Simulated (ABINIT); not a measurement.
# Cs (P6_3/mmc) in ABINIT: phonons with LDA-Teter

Aim: the phonons of Cs with LDA-Teter.

All numbers are computed with ABINIT 10.8.3 (patched build); they aren't measurements. Logs are shortened: lines on timing, memory, paths and dates and some standing lists are left out, and cuts for length are marked. The log counts tension as positive stress, the text compression.

### Step 1. The crystal as given

It takes space group P6_3/mmc (No. 194, hexagonal). Conventional cell: a = 5.566 Å, b = 5.566 Å, c = 9.258 Å, α = 90.00°, β = 90.00°, γ = 120.00°.

This isn't the form of Cs at room conditions, which is bcc.

### Step 2. Phonons, LDA-Teter, spin-orbit coupling, no magnetisation

Input file run.abi:

```
ndtset 2

pp_dirpath "./"
pseudos "Cs.hgh"

acell 5.5663060538 5.5663060539 9.25847896 Angstrom
rprim
     1.0000000000     0.0000000000     0.0000000000
    -0.5000000000     0.8660254038     0.0000000000
     0.0000000000     0.0000000000     1.0000000000
ntypat 1
znucl 55
natom 2
typat 1 1
xred
            2/3            1/3            3/4
            1/3            2/3            1/4

ecut 11.0

ngkpt 8 8 4
nshiftk 1
shiftk 0.0 0.0 0.0

ixc 1

nband 14
occopt 3
tsmear 0.1 eV

nspinor 2
nspden 1
so_psp 1*1

nstep 80

prteig 0
prtebands 0
prtwf 0
prtden 0
prtpot 0

kptopt1 1
tolvrs1 1.0e-15
prtwf1 1
tolwfr1 1.0e-14
nbdbuf1 4
nline1 6

rfphon2 1
rfatpol2 1 2
rfdir2 1 1 1
getwfk2 1
kptopt2 2
nqpt2 1
qpt2 0.0 0.0 0.0
tolvrs2 1.0e-9
```

Input file mrgddb.in:

```
merged_DDB
Cs
2
runo_DS1_DDB
runo_DS2_DDB
```

Input file anaddb.abi:

```
ddb_filepath "merged_DDB"
output_file "anaddb.abo"
outdata_prefix "ana"
asr 1
chneut 0
dipdip 0
dieflag 0
enunit 0
eivec 1
nph1l 1
qph1l 0.0 0.0 0.0 1.0
```

Potentials or basis: HGH LDA.

The run is started by

```console
$ abinit run.abi > log 2>&1
$ mrgddb < mrgddb.in > mrgddb.log 2>&1
$ anaddb anaddb.abi > anaddb.log 2>&1
```

run.abo:

```text
.Version 10.8.3 of ABINIT
 DATASET    1 : space group P6_3/m m c (#194); Bravais hP (primitive hexag.)
================================================================================
 Values of the parameters that define the memory need for DATASET  1.
     intxc =       0    ionmov =       0      iscf =       7    lmnmax =       9
     lnmax =       9     mgfft =      54  mpssoang =       5    mqgrid =    3001
     natom =       2  nloc_mem =       1    nspden =       1   nspinor =       2
    nsppol =       1      nsym =      24    n1xccc =       0    ntypat =       1
    occopt =       3   xclevel =       1
       mpw =        2949          nfft =       55296          nkpt =          30
================================================================================
================================================================================

 DATASET    2 : space group P6_3/m m c (#194); Bravais hP (primitive hexag.)
================================================================================
 Values of the parameters that define the memory need for DATASET  2 (RF).
     intxc =       0      iscf =       7    lmnmax =       9     lnmax =       9
     mgfft =      54  mpssoang =       5    mqgrid =    3001     natom =       2
  nloc_mem =       1    nspden =       1   nspinor =       2    nsppol =       1
      nsym =      24    n1xccc =       0    ntypat =       1    occopt =       3
   xclevel =       1
      nfft =       55296          nkpt =         132
================================================================================
================================================================================

--------------------------------------------------------------------------------
------------- Echo of variables that govern the present computation ------------
--------------------------------------------------------------------------------
 -outvars: echo values of preprocessed input variables --------
            acell      1.0518793975E+01  1.0518793975E+01  1.7495989577E+01 Bohr
              amu      1.32905430E+02
             ecut      1.10000000E+01 Hartree
           getwfk1          0
           getwfk2          1
                       outvar_i_n : Printing only first  50 k-points.
           jdtset        1    2
                       outvar_i_n : Printing only first  50 k-points.
           kptopt1          1
           kptopt2          2
         kptrlatt        8    0    0      0    8    0      0    0    4
          kptrlen      6.99839583E+01
            natom           2
            nband1         14
            nband2         14
           nbdbuf           4
           ndtset           2
            ngfft          32      32      54
             nkpt1         30
             nkpt2        132
            nline1          6
            nline2          4
             nqpt1          0
             nqpt2          1
          nspinor           2
            nstep          80
             nsym          24
           ntypat           1
                       prtocc : prtvol=0, do not print more k-points.
           occopt           3
        optdriver1          0
        optdriver2          1
           prtden           0
        prtebands           0
           prteig           0
            prtwf1          1
            prtwf2          0
           rfphon1          0
           rfphon2          1
            rprim      1.0000000000E+00  0.0000000000E+00  0.0000000000E+00
                      -5.0000000000E-01  8.6602540380E-01  0.0000000000E+00
                       0.0000000000E+00  0.0000000000E+00  1.0000000000E+00
          spgroup         194
           tolvrs1     1.00000000E-15
           tolvrs2     1.00000000E-09
           tolwfr1     1.00000000E-14
           tolwfr2     0.00000000E+00
           tsmear      3.67493222E-03 Hartree
            typat      1  1
                       outvars : Printing only first  50 k-points.
           xangst      2.7831530269E+00  1.6068541493E+00  6.9438592200E+00
                      -3.3333084312E-11  3.2137082987E+00  2.3146197400E+00
            xcart      5.2593969873E+00  3.0365142665E+00  1.3121992183E+01
                      -6.2990400281E-11  6.0730285330E+00  4.3739973942E+00
             xred      6.6666666667E-01  3.3333333333E-01  7.5000000000E-01
                       3.3333333333E-01  6.6666666667E-01  2.5000000000E-01
            znucl       55.00000

================================================================================

[... 232 lines left out ...]

--------------------------------------------------------------------------------

--------------------------------------------------------------------------------

 dfpt_looppert : total number of electrons, from k and k+q
  fully or partially occupied states are    2.000000E+00 and    2.000000E+00.
 Initialisation of the first-order wave-functions :
  ireadwf=   0

--- !BeginCycle
iteration_state: {dtset: 2, }
solver: {iscf: 7, nstep: 80, nline: 4, wfoptalg: 0, }
tolerances: {tolvrs: 1.00E-09, }
...

     iter   2DEtotal(Ha)        deltaE(Ha) residm    vres2
-ETOT  1  4.34960690880981E-02 -2.522E+00 2.602E-02 1.101E+02
 ETOT  2  3.74922020400716E-02 -6.004E-03 2.429E-02 2.229E+01
 ETOT  3  3.59343132356083E-02 -1.558E-03 6.761E-04 1.982E+00
 ETOT  4  3.55482144849426E-02 -3.861E-04 1.020E-03 3.191E-01
 ETOT  5  3.54626391415396E-02 -8.558E-05 3.645E-04 2.073E-02
 ETOT  6  3.54559807364168E-02 -6.658E-06 5.228E-04 1.378E-03
 ETOT  7  3.54555285358762E-02 -4.522E-07 2.568E-04 8.390E-05
 ETOT  8  3.54554998818775E-02 -2.865E-08 3.400E-04 1.071E-05
 ETOT  9  3.54554949279433E-02 -4.954E-09 1.794E-04 1.863E-06
 ETOT 10  3.54554938300731E-02 -1.098E-09 2.300E-04 1.815E-07
 ETOT 11  3.54554937071603E-02 -1.229E-10 1.246E-04 6.939E-09
 ETOT 12  3.54554937038678E-02 -3.292E-12 1.565E-04 1.452E-09
 ETOT 13  3.54554937032243E-02 -6.435E-13 8.636E-05 1.644E-10

 At SCF step   13       vres2   =  1.64E-10 < tolvrs=  1.00E-09 =>converged.
================================================================================

 ----iterations are completed or convergence reached----

 Mean square residual over all n,k,spin=   16.047E-08; max=  86.357E-06

 2DEtotal=    0.3545549370E-01 Ha. Also 2DEtotal=    0.964793133700E+00 eV
    (2DErelax=   -2.5295865534E+00 Ha. 2DEnonrelax=    2.5650420471E+00 Ha)
    (  non-var. 2DEtotal :    3.5455520186E-02 Ha)

--------------------------------------------------------------------------------
 Perturbation wavevector (in red.coord.)   0.000000  0.000000  0.000000
 Perturbation : displacement of atom   1   along direction   3
 Found     6 symmetries that leave the perturbation invariant.
 symkpt : the number of k-points, thanks to the symmetries,
 is reduced to    35 .

--------------------------------------------------------------------------------

--------------------------------------------------------------------------------

 dfpt_looppert : total number of electrons, from k and k+q
  fully or partially occupied states are    2.000000E+00 and    2.000000E+00.
 Initialisation of the first-order wave-functions :
  ireadwf=   0

--- !BeginCycle
iteration_state: {dtset: 2, }
solver: {iscf: 7, nstep: 80, nline: 4, wfoptalg: 0, }
tolerances: {tolvrs: 1.00E-09, }
...

     iter   2DEtotal(Ha)        deltaE(Ha) residm    vres2
-ETOT  1   8.7846100787812     -1.134E-01 1.467E-01 2.687E+04
 ETOT  2   3.2925717099070     -5.492E+00 5.347E-03 9.416E+03
 ETOT  3  0.35162674438272     -2.941E+00 2.107E-03 1.593E+02
 ETOT  4  0.30083078015671     -5.080E-02 4.171E-04 1.635E+00
 ETOT  5  0.30032758681656     -5.032E-04 8.284E-06 2.838E-02
 ETOT  6  0.30032076116051     -6.826E-06 4.013E-06 5.397E-03
 ETOT  7  0.30031932010217     -1.441E-06 1.849E-07 5.802E-04
 ETOT  8  0.30031915178476     -1.683E-07 1.252E-07 2.036E-05
 ETOT  9  0.30031914540936     -6.375E-09 4.375E-08 1.903E-06
 ETOT 10  0.30031914470201     -7.074E-10 6.185E-08 1.506E-07
 ETOT 11  0.30031914464042     -6.158E-11 1.981E-08 2.987E-08
 ETOT 12  0.30031914462771     -1.271E-11 3.202E-08 1.129E-09
 ETOT 13  0.30031914462720     -5.080E-13 9.072E-09 1.482E-10

 At SCF step   13       vres2   =  1.48E-10 < tolvrs=  1.00E-09 =>converged.
================================================================================

 ----iterations are completed or convergence reached----

 Mean square residual over all n,k,spin=   51.068E-12; max=  90.724E-10

 2DEtotal=    0.3003191446E+00 Ha. Also 2DEtotal=    0.817210024151E+01 eV
    (2DErelax=   -8.5976593052E+00 Ha. 2DEnonrelax=    8.8979784498E+00 Ha)
    (  non-var. 2DEtotal :    3.0031938818E-01 Ha)

================================================================================

 ---- first-order wavefunction calculations are completed ----

 ==> Compute Derivative Database <==

  Dynamical matrix, in cartesian coordinates,
   if specified in the inputs, asr has been imposed
     j1       j2             matrix element
  dir pert dir pert     real part    imaginary part

   1    1   1    1         0.0003204456         0.0000000000
   1    1   1    2        -0.0003204456        -0.0000000000

   2    1   2    1         0.0003204456         0.0000000000
   2    1   2    2        -0.0003204456        -0.0000000000
[... 10 lines left out ...]
   3    2   3    1        -0.0009810760         0.0000000000
   3    2   3    2         0.0009810760        -0.0000000000

  Phonon wavevector (reduced coordinates) :  0.00000  0.00000  0.00000
 Phonon energies in Hartree :
   0.000000E+00  0.000000E+00  0.000000E+00  5.143287E-05  5.143287E-05
   8.999428E-05
 Phonon frequencies in cm-1    :
   0.000000E+00  0.000000E+00  0.000000E+00  1.128821E+01  1.128821E+01
   1.975146E+01

== END DATASET(S) ==============================================================
================================================================================

 -outvars: echo values of variables after computation  --------
            acell      1.0518793975E+01  1.0518793975E+01  1.7495989577E+01 Bohr
           etotal1    -3.5001233917E-01
           etotal2     3.0031914463E-01
            fcart1    -5.9996300498E-31  1.1546293413E-31 -0.0000000000E+00
                       5.9996300498E-31 -1.1546293413E-31 -0.0000000000E+00
            fcart2     0.0000000000E+00  0.0000000000E+00  0.0000000000E+00
                       0.0000000000E+00  0.0000000000E+00  0.0000000000E+00
            rprim      1.0000000000E+00  0.0000000000E+00  0.0000000000E+00
                      -5.0000000000E-01  8.6602540380E-01  0.0000000000E+00
                       0.0000000000E+00  0.0000000000E+00  1.0000000000E+00
           strten1     1.4935593764E-05  1.4935593762E-05  1.6412011542E-05
                       0.0000000000E+00  0.0000000000E+00  0.0000000000E+00
           strten2     0.0000000000E+00  0.0000000000E+00  0.0000000000E+00
                       0.0000000000E+00  0.0000000000E+00  0.0000000000E+00
           xangst      2.7831530269E+00  1.6068541493E+00  6.9438592200E+00
                      -3.3333084312E-11  3.2137082987E+00  2.3146197400E+00
             xred      6.6666666667E-01  3.3333333333E-01  7.5000000000E-01
                       3.3333333333E-01  6.6666666667E-01  2.5000000000E-01
 Calculation completed.
```

Wall time 12 min (1 thread of Intel Xeon at 2.70GHz, shared host); peak memory 0.45 GiB.

Results:

```
Free energy                   : -9.5243 eV
Band gap on the k mesh        : none (metal or under the smearing width)
Highest phonon frequency at Γ : 20 cm⁻¹
```

Phonon frequencies in cm⁻¹ (negative: imaginary):
```tsv
q point	frequencies
(0.000, 0.000, 0.000)	0 0 0 11 11 20
```

Caveat: HGH potentials are hard and often keep d shells in the core, so these values are rough.
